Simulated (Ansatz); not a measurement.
# Si2Mo (P6_222) in Ansatz: a series of runs, part 2 of 3

Ansatz 0.2.0.

### Step 4. Relaxation of cell and atoms, PBEsol+D3(BJ)-ATM

The input, input.yaml:

```yaml
crystal:
  lattice:
    - [4.5854715599, 0.0, 0.0]
    - [-2.29273578, 3.9711348592, 0.0]
    - [0.0, 0.0, 6.5797601]
  atoms:
    - { symbol: Mo, position: [0.5, 0.5, 0.8333333333] }
    - { symbol: Mo, position: [0.0, 0.5, 0.1666666667] }
    - { symbol: Mo, position: [0.5, 0.0, 0.5] }
    - { symbol: Si, position: [0.16387298, 0.32774596, 0.5] }
    - { symbol: Si, position: [0.67225404, 0.83612702, 0.1666666667] }
    - { symbol: Si, position: [0.83612702, 0.16387298, 0.8333333333] }
    - { symbol: Si, position: [0.83612702, 0.67225404, 0.5] }
    - { symbol: Si, position: [0.32774596, 0.16387298, 0.1666666667] }
    - { symbol: Si, position: [0.16387298, 0.83612702, 0.8333333333] }
hamiltonian:
  xc: pbesol
  pseudopotentials: { kind: paw }
  dispersion: d3bjatm
kpoints:
  mp_grid: { grid: [7, 7, 4] }
scf:
  occupations: { method: fermi_dirac, width: 0.05 }
output:
  forces: true
  stress: true
  eigenvalues: true
relax:
  f_tol: 0.01
  max_steps: 40
  cell: { stress_tol: 0.05 }
```

Potentials or basis: Ansatz PAW.

On the command line:

```
$ ansatz run input.yaml --threads 4 --pin off --max-ram 11264MiB --backend cpu --events-out ev --progress --plain --runs-dir out
```

The program printed:

```text
Warning: RAYON_NUM_THREADS=4 ignored (pool sized by the plan → 4); use --threads N
Engine: ansatz 0.2.0, aarch64-unknown-linux-gnu
Pseudopotentials: kind: paw
Pseudopotential: Mo, paw, valence charge 14, recommended cutoff 420 eV (normal), Mo.paw.azcp
Pseudopotential: Si, paw, valence charge 4, recommended cutoff 420 eV (normal), Si.paw.azcp
Functional definition: PBEsol
  exchange = pbesol_x
  correlation = pbesol_c
Crystal: 9 atoms, lattice volume = 119.814 Å³
Basis set: ecut = 420 eV, 2331 PW (Γ), exchange–correlation on 64×64×90 points (8 copies of the dense FFT grid, shifted against one another)
Bands: 42, of which v1, the nominal top of the filled ones, is band 33 counted from 1 (32 counted from 0)
Symmetry: 12 space group operations
Space group: P6222 (ITA 180), of the structure as read, at distance tolerance 4.9e-5 Å
k-points: 24 of 196 (time reversal used)
Non-local potential: Mo, projectors of the file, l = 0: 3, l = 1: 2, l = 2: 2, l = 3: 1
Non-local potential: Si, projectors of the file, l = 0: 2, l = 1: 2, l = 2: 2
PAW form: soft (Blöchl's): semilocal exchange-correlation on the pseudo side does not see the compensation charge
PAW frozen core: Mo, regenerated for the run's functional, and the local potential with it (the file was generated under x = pbe(κ = 0.804, μ = 0.2195149727645171), c = pbe(β = 0.06672455060314922))
PAW frozen core: Si, regenerated for the run's functional, and the local potential with it (the file was generated under x = pbe(κ = 0.804, μ = 0.2195149727645171), c = pbe(β = 0.06672455060314922))
PAW one-centre angular grid: Mo, 590 points (default); XC on 64 Gauss nodes
PAW one-centre angular grid: Si, 110 points (default); XC on 64 Gauss nodes
[... 97 lines left out ...]
  E_closure    = 0.000000  (closes the sum)
  Σ components = -18430.958945   (vs F -18430.958945, Δ=0.00e0)
--- Forces (eV/Å), atoms counted from 1 ---
  atom   1  Mo    -0.00000000     0.00000000     0.00000000
  atom   2  Mo    -0.00000000     0.00000000    -0.00000000
  atom   3  Mo    -0.00000000     0.00000000     0.00000000
  atom   4  Si     0.00000000    -0.00233536    -0.00000000
  atom   5  Si     0.00202248     0.00116768     0.00000000
  atom   6  Si     0.00202248    -0.00116768    -0.00000000
  atom   7  Si    -0.00000000     0.00233536    -0.00000000
  atom   8  Si    -0.00202248    -0.00116768     0.00000000
  atom   9  Si    -0.00202248     0.00116768    -0.00000000
  max |Σ_I F_I| component: 1.08e-16 eV/Å
--- Stress (GPa, compression-positive) ---
       -0.015852      -0.000000      -0.000000
       -0.000000      -0.015852       0.000000
        0.000000      -0.000000      -0.011689
  P = ⅓ Tr σ = -0.0145 GPa (-0.145 kbar)
--- Band table (eV; the first three rows and the last of 24) ---
  k-point 0: bands = ["-43.8650", "-43.8296", "-43.8296", "-18.1662", "-18.1631", "-18.1631", "-18.1476", "-18.1476", "-18.0488", "-17.9879", "-17.9879", "-17.9675", "2.8484", "5.9910", "5.9910", "9.6178", "10.3612", "10.3612", "11.0584", "11.0584", "11.8240", "12.0502", "12.0502", "12.4018", "13.3406", "13.3406", "13.7933", "13.7933", "14.0635", "14.0635", "14.3865", "15.0167", "16.2721", "19.2380", "19.6165", "19.6165", "19.7311", "19.8269", "19.9514", "19.9514", "20.2931", "20.2931"]
  k-point 1: bands = ["-43.8618", "-43.8413", "-43.8211", "-18.2060", "-18.1595", "-18.1567", "-18.1352", "-18.1015", "-18.0515", "-18.0276", "-17.9864", "-17.9555", "3.0840", "4.7834", "7.1796", "9.8041", "10.2383", "10.4342", "10.6791", "11.2929", "11.5647", "11.6430", "11.8703", "11.9007", "13.5067", "13.5249", "13.6942", "13.9713", "14.2661", "14.6533", "14.7265", "15.0848", "16.6876", "19.2021", "19.4008", "19.5590", "19.6728", "19.7430", "19.7902", "19.7925", "20.1036", "20.1546"]
  k-point 2: bands = ["-43.8531", "-43.8531", "-43.8180", "-18.2213", "-18.1641", "-18.1380", "-18.1380", "-18.0513", "-18.0513", "-18.0364", "-18.0364", "-17.9434", "3.7604", "3.7604", "7.9125", "9.6153", "10.2323", "10.2323", "10.5431", "11.2352", "11.2352", "11.8886", "11.8886", "11.9192", "13.4360", "13.4383", "13.4566", "13.4566", "14.8005", "14.8005", "15.0672", "16.3786", "16.3786", "19.1282", "19.5447", "19.5957", "19.5957", "19.7810", "19.7832", "19.7832", "19.9812", "19.9812"]
  k-point 23: bands = ["-43.8525", "-43.8386", "-43.8322", "-18.2187", "-18.2032", "-18.1973", "-18.1163", "-18.0967", "-18.0781", "-17.9884", "-17.9839", "-17.9415", "5.6610", "5.7583", "6.4034", "7.3051", "7.6099", "8.8389", "10.7550", "10.9210", "11.5167", "12.2572", "13.1360", "13.1921", "13.6153", "13.6220", "13.8329", "13.9639", "14.8425", "15.2368", "15.4640", "15.8057", "16.6036", "17.7766", "18.2125", "18.3776", "18.9483", "19.0728", "19.1902", "19.3238", "19.8579", "20.5278"]
--- Relaxed structure (4 steps of the walk, 4 accepted, 1 SCFs on fresh bases) ---
  F+E_penalty+E_count = -18430.95894529 eV   max|allowed force component| = 2.335e-3 eV/Å   (the final SCF, on the basis selected at the relaxed cell)
  cell:  # Å, volume = 116.1887 Å³
    - [4.536165594758113, 2.8557207896227504e-11, 1.1942548058408004e-34]
    - [-2.2680827974037876, 3.9284346408191952, 8.249732226792341e-35]
    - [4.284134149559692e-34, -4.284134149559692e-34, 6.520115325697908]
  atoms:
    - { symbol: Mo, position: [0.4999999999999999, 0.5, 0.8333333333333335] }
    - { symbol: Mo, position: [-5.551115123125783e-17, 0.5, 0.16666666666666669] }
    - { symbol: Mo, position: [0.5, -2.3510119695943212e-20, 0.5] }
    - { symbol: Si, position: [0.1641396652980355, 0.3282793305960711, 0.5] }
    - { symbol: Si, position: [0.6717206694039288, 0.8358603347019645, 0.16666666666666669] }
    - { symbol: Si, position: [0.8358603347019644, 0.16413966529803561, 0.8333333333333335] }
    - { symbol: Si, position: [0.8358603347019644, 0.6717206694039289, 0.5] }
    - { symbol: Si, position: [0.3282793305960712, 0.16413966529803561, 0.16666666666666669] }
    - { symbol: Si, position: [0.16413966529803548, 0.8358603347019644, 0.8333333333333335] }
```

Wall time 18 s (4 threads of Arm Neoverse V2, shared host); peak memory 0.46 GiB.

Results:

| Item | Value |
| --- | --- |
| Free energy | -18430.9589 eV |
| Relaxed volume | 12.91 Å³/atom |
| Relaxed cell | a = 4.536 Å, b = 4.536 Å, c = 6.520 Å, α = 90.00°, β = 90.00°, γ = 120.00° |
| Space group after relaxing (to 0.05 Å) | P6_222 (No. 180) |
| Energy gained by relaxing | 8.8 meV/atom |
| Ionic steps | 5 |
| Pressure after relaxing | 0.0 GPa |
| Band gap on the k mesh | 0.26 eV, indirect (least direct gap 0.66 eV) |

Forces on the atoms (eV/Å):
```
Mo   0.000  0.000  0.000
Mo   0.000  0.000  0.000
Mo   0.000  0.000  0.000
Si   0.000 -0.002  0.000
Si   0.002  0.001  0.000
Si   0.002 -0.001  0.000
Si   0.000  0.002  0.000
Si  -0.002 -0.001  0.000
Si  -0.002  0.001  0.000
```

Step by step:
```
step  energy change (eV)  largest force (eV/Å)  volume (Å³)
   1              0.0000                0.0427       119.81
   2             -0.0723                0.0599       115.11
   3             -0.0800                0.0072       116.25
   4             -0.0801                0.0023       116.19
   5             -0.0794                0.0023       116.19
```

Final structure:
```yaml
crystal:
  lattice:
    - [4.53617, 0.00000, 0.00000]
    - [-2.26808, 3.92843, 0.00000]
    - [0.00000, 0.00000, 6.52012]
  atoms:
    - { symbol: Mo, position: [0.50000, 0.50000, 0.83333] }
    - { symbol: Mo, position: [0.00000, 0.50000, 0.16667] }
    - { symbol: Mo, position: [0.50000, 0.00000, 0.50000] }
    - { symbol: Si, position: [0.16414, 0.32828, 0.50000] }
    - { symbol: Si, position: [0.67172, 0.83586, 0.16667] }
    - { symbol: Si, position: [0.83586, 0.16414, 0.83333] }
    - { symbol: Si, position: [0.83586, 0.67172, 0.50000] }
    - { symbol: Si, position: [0.32828, 0.16414, 0.16667] }
    - { symbol: Si, position: [0.16414, 0.83586, 0.83333] }
```

Caveat: odd divisions of the mesh miss points on the zone boundary, where band edges often lie, so the gap on the mesh can be too wide; the plane-wave basis is chosen anew once the cell has moved, so the energies of steps on either side of that aren't comparable; the PAW data sets come from PBE, with cores solved anew for the run's functional, which leaves a small shift of forces and pressure.

### Step 5. Relaxation of cell and atoms, PBEsol+D4

input.yaml: that of step 4 with these lines changed.

```diff
@@ -18,3 +18,3 @@
   pseudopotentials: { kind: paw }
-  dispersion: d3bjatm
+  dispersion: d4
 kpoints:
```

Potentials or basis: Ansatz PAW.

On the command line:

```
$ ansatz run input.yaml --threads 4 --pin off --max-ram 11264MiB --backend cpu --events-out ev --progress --plain --runs-dir out
```

The program printed:

```text
Warning: RAYON_NUM_THREADS=4 ignored (pool sized by the plan → 4); use --threads N
[... 7 set-up lines as earlier in the session ...]
Crystal: 9 atoms, lattice volume = 119.814 Å³
Basis set: ecut = 420 eV, 2331 PW (Γ), exchange–correlation on 64×64×90 points (8 copies of the dense FFT grid, shifted against one another)
Bands: 42, of which v1, the nominal top of the filled ones, is band 33 counted from 1 (32 counted from 0)
[... 2 set-up lines as earlier in the session ...]
k-points: 24 of 196 (time reversal used)
[... 10 set-up lines as earlier in the session ...]
SCF iter   1: F=—  HF=-18429.454361 eV  |F-HF|=—  |Δ(HF+E_count)|=         —  Δρ=6.61e-3  dr2=4.47e-2  ethr=1.77e-3  ⟨swp⟩=7.6  Hψ=4431  notcnv=0
preconditioner: auto → Resta (q_TF=auto, 2.470 Å⁻¹)  ε∞=10.3  [insulator: Δε(μ)=0.274 eV  Ē_g=7.218 eV  σ=0.050 eV  W_gap=0.88  n_scr=22 (ndim 8)  ℏωp=22.0 eV  f_vac=0.000  D(μ)=0.15/eV (n_scr^D=0)  ε∞_Penn≈10.3]
SCF iter   2: F=—  HF=-18429.450645 eV  |F-HF|=—  |Δ(HF+E_count)|=   3.72e-3  Δρ=3.44e-3  dr2=8.67e-3  ethr=6.77e-5  ⟨swp⟩=1.3  Hψ=1215  notcnv=0
SCF iter   3: F=—  HF=-18429.449603 eV  |F-HF|=—  |Δ(HF+E_count)|=   1.04e-3  Δρ=5.27e-4  dr2=2.88e-4  ethr=1.31e-5  ⟨swp⟩=2.6  Hψ=1404  notcnv=0
SCF iter   4: F=—  HF=-18429.449567 eV  |F-HF|=—  |Δ(HF+E_count)|=   3.59e-5  Δρ=6.79e-5  dr2=2.84e-6  ethr=4.36e-7  ⟨swp⟩=2.4  Hψ=1363  notcnv=0
SCF iter   5: F=—  HF=-18429.449467 eV  |F-HF|=—  |Δ(HF+E_count)|=   1.00e-4  Δρ=8.75e-6  dr2=4.21e-8  ethr=1.52e-10  ⟨swp⟩=8.5  Hψ=5012  notcnv=0
SCF iter   6: F=-18429.449467 eV  HF=-18429.449467 eV  |F-HF|=8.33e-10  |Δ(HF+E_count)|=   2.80e-9  Δρ=1.29e-6  dr2=1.82e-9  ethr=6.37e-11  ⟨swp⟩=2.0  Hψ=2870  notcnv=0
SCF 1 converged in 6 iterations: F = -18429.449467 eV  dr2 = 1.82e-9
relax step   1: F+E_penalty+E_count = -18429.44946708 eV  Δ(F+E_penalty+E_count) = +0.000e0 eV  max|allowed force component| = 4.283e-2 eV/Å  Δτ_max = 0.0000 Å  P = -5.078 GPa  Ω = 119.814 Å³  (6 SCF iters, dr2 threshold 1.00e-7 eV, accepted)
Crystal: 9 atoms, lattice volume = 116.280 Å³
Basis set: ecut = 420 eV, 2283 PW (Γ), exchange–correlation on 64×64×90 points (8 copies of the dense FFT grid, shifted against one another)
[... 1 set-up line as earlier in the session ...]
[... 54 lines left out ...]
basis re-selected at this cell: Δ(F+E_penalty+E_count) = +5.382e-4 eV, ΔP = -0.006 GPa vs the last step (what re-selecting the basis moved, of the pressure what is left beyond the Pulay correction that the steps carried, after the strain that the cell walked since its last selection, with what the two solves' SCF thresholds leave and, on support functions, any second-order correction that the steps lacked; it is no measure of the basis error at this ecutwfc). This SCF's stress stands 1.12e-2 GPa from its target on what of the cell is left free (relax.cell.stress_tol is 5.00e-2 GPa) and its largest allowed force component is 1.52e-3 eV/Å (relax.f_tol is 1.00e-2 eV/Å): within both
SCF converged after 6 iterations
Free energy (F): -18429.494012 eV
Harris-Foulkes:  -18429.494012 eV  (|F-HF|=0.00e0)
Internal energy: -18429.492224 eV  (E = F + TS)
E sigma→0 (E₀):  -18429.493118 eV
Entropy (-TS):   -0.001788 eV (-0.199 meV/atom)
Fermi energy:    17.033467 eV
--- Per-component energies (eV) ---
  E_band       = -106.419787
  E_kinetic    = 1603.452489
  E_local      = -3382.839575  (includes V_loc(G=0)·N_el)
  E_nonlocal   = 586.214865
  E_hartree    = 1264.301318
  E_xc         = -893.284022
  E_vxc        = -990.194631  (∫ρ·V_xc dr)
  E_paw        = -12426.028762  (= ΣΔE_a)
  E_vpaw       = -451.655649  (= ΣTr[D̂ρ^β])
  E_aug_tail   = 0.000082  (compensation charges beyond the density's cutoff)
  E_ewald      = -5179.159903
  E_disp       = -2.965979  (pairwise vdW)
  E_core_change = 0.817262  (= ΣΔE_core)
  E_smearing   = -0.001788  (= −TS)
  E_closure    = 0.000000  (closes the sum)
  Σ components = -18429.494012   (vs F -18429.494012, Δ=0.00e0)
--- Forces (eV/Å), atoms counted from 1 ---
  atom   1  Mo    -0.00000000    -0.00000000     0.00000000
  atom   2  Mo     0.00000000     0.00000000    -0.00000000
  atom   3  Mo    -0.00000000     0.00000000     0.00000000
  atom   4  Si     0.00000000    -0.00152296    -0.00000000
  atom   5  Si     0.00131892     0.00076148    -0.00000000
  atom   6  Si     0.00131892    -0.00076148     0.00000000
  atom   7  Si    -0.00000000     0.00152296     0.00000000
  atom   8  Si    -0.00131892    -0.00076148     0.00000000
  atom   9  Si    -0.00131892     0.00076148    -0.00000000
  max |Σ_I F_I| component: 1.22e-16 eV/Å
--- Stress (GPa, compression-positive) ---
       -0.011175       0.000000      -0.000000
       -0.000000      -0.011175      -0.000000
       -0.000000      -0.000000      -0.007857
  P = ⅓ Tr σ = -0.0101 GPa (-0.101 kbar)
--- Band table (eV; the first three rows and the last of 24) ---
  k-point 0: bands = ["-44.0207", "-43.9866", "-43.9866", "-18.3144", "-18.3115", "-18.3115", "-18.2972", "-18.2972", "-18.2013", "-18.1409", "-18.1409", "-18.1214", "2.7619", "5.8900", "5.8900", "9.5249", "10.2598", "10.2598", "10.9149", "10.9149", "11.6956", "11.9405", "11.9405", "12.2858", "13.2219", "13.2219", "13.6698", "13.6698", "13.9297", "13.9297", "14.2464", "14.8711", "16.1359", "19.0642", "19.4404", "19.4404", "19.5647", "19.6251", "19.7963", "19.7963", "20.1049", "20.1049"]
  k-point 1: bands = ["-44.0177", "-43.9979", "-43.9784", "-18.3533", "-18.3089", "-18.3052", "-18.2851", "-18.2516", "-18.2038", "-18.1797", "-18.1397", "-18.1094", "2.9960", "4.6862", "7.0767", "9.7101", "10.1395", "10.3328", "10.5375", "11.1816", "11.4174", "11.5359", "11.7371", "11.7891", "13.3848", "13.4101", "13.5713", "13.8398", "14.1320", "14.5286", "14.5821", "14.9374", "16.5450", "19.0517", "19.2127", "19.3753", "19.5016", "19.5770", "19.6070", "19.6270", "19.9299", "19.9655"]
  k-point 2: bands = ["-44.0093", "-44.0093", "-43.9754", "-18.3681", "-18.3133", "-18.2873", "-18.2873", "-18.2032", "-18.2032", "-18.1883", "-18.1883", "-18.0975", "3.6683", "3.6683", "7.8066", "9.5195", "10.1356", "10.1356", "10.4019", "11.1289", "11.1289", "11.7434", "11.7434", "11.7997", "13.3164", "13.3268", "13.3377", "13.3377", "14.6572", "14.6572", "14.9185", "16.2395", "16.2395", "18.9472", "19.3669", "19.4051", "19.4051", "19.6182", "19.6275", "19.6275", "19.8071", "19.8071"]
  k-point 23: bands = ["-44.0087", "-43.9953", "-43.9891", "-18.3653", "-18.3507", "-18.3449", "-18.2662", "-18.2473", "-18.2297", "-18.1414", "-18.1372", "-18.0959", "5.5566", "5.6543", "6.2959", "7.1964", "7.4984", "8.7241", "10.6481", "10.8175", "11.4067", "12.1295", "13.0180", "13.0706", "13.4898", "13.4963", "13.7008", "13.8317", "14.7144", "15.1063", "15.3297", "15.6686", "16.4589", "17.6175", "18.0532", "18.2226", "18.7836", "18.9017", "19.0324", "19.1688", "19.6744", "20.3465"]
--- Relaxed structure (4 steps of the walk, 4 accepted, 1 SCFs on fresh bases) ---
  F+E_penalty+E_count = -18429.49401233 eV   max|allowed force component| = 1.523e-3 eV/Å   (the final SCF, on the basis selected at the relaxed cell)
  cell:  # Å, volume = 117.0823 Å³
    - [4.548345056202432, 2.8633884345364338e-11, -5.374146626252119e-34]
    - [-2.2741725281260137, 3.9389823638343504, 6.185633122736937e-35]
    - [-5.569374394427599e-34, -1.7136536598238765e-34, 6.535122507828437]
  atoms:
    - { symbol: Mo, position: [0.5, 0.5, 0.8333333333333335] }
    - { symbol: Mo, position: [2.4033477067559204e-35, 0.5, 0.16666666666666669] }
    - { symbol: Mo, position: [0.49999999999999994, -1.8959771277410784e-21, 0.5] }
    - { symbol: Si, position: [0.1641538116090666, 0.3283076232181332, 0.5] }
    - { symbol: Si, position: [0.6716923767818668, 0.8358461883909335, 0.16666666666666669] }
    - { symbol: Si, position: [0.8358461883909334, 0.16415381160906664, 0.8333333333333335] }
    - { symbol: Si, position: [0.8358461883909334, 0.671692376781867, 0.5] }
    - { symbol: Si, position: [0.32830762321813317, 0.1641538116090666, 0.16666666666666669] }
    - { symbol: Si, position: [0.16415381160906656, 0.8358461883909334, 0.8333333333333335] }
```

Wall time 17 s (4 threads of Arm Neoverse V2, shared host); peak memory 0.47 GiB.

Results:

```yaml
Free_energy: -18429.4940 eV
Relaxed_volume: 13.01 Å³/atom
Relaxed_cell: a = 4.548 Å, b = 4.548 Å, c = 6.535 Å, α = 90.00°, β = 90.00°, γ = 120.00°
Space_group_after_relaxing_to_0.05_Å: P6_222 (No. 180)
Energy_gained_by_relaxing: 4.9 meV/atom
Ionic_steps: 5
Pressure_after_relaxing: 0.0 GPa
Band_gap_on_the_k_mesh: 0.26 eV, indirect (least direct gap 0.65 eV)
```

The path:
```
step  energy change (eV)  largest force (eV/Å)  volume (Å³)
   1              0.0000                0.0428       119.81
   2             -0.0410                0.0426       116.28
   3             -0.0451                0.0047       117.12
   4             -0.0451                0.0015       117.08
   5             -0.0445                0.0015       117.08
```

Final structure:
```
Mo Si
1.0
     4.54835    0.00000    0.00000
    -2.27417    3.93898    0.00000
     0.00000    0.00000    6.53512
Mo Si
3 6
Direct
  0.50000 0.50000 0.83333
  0.00000 0.50000 0.16667
  0.50000 0.00000 0.50000
  0.16415 0.32831 0.50000
  0.67169 0.83585 0.16667
  0.83585 0.16415 0.83333
  0.83585 0.67169 0.50000
  0.32831 0.16415 0.16667
  0.16415 0.83585 0.83333
```

Caveat: odd divisions of the mesh miss points on the zone boundary, where band edges often lie, so the gap on the mesh can be too wide; the plane-wave basis is chosen anew once the cell has moved, so the energies of steps on either side of that aren't comparable; the PAW data sets come from PBE, with cores solved anew for the run's functional, which leaves a small shift of forces and pressure.

[end of part 2 of 3]
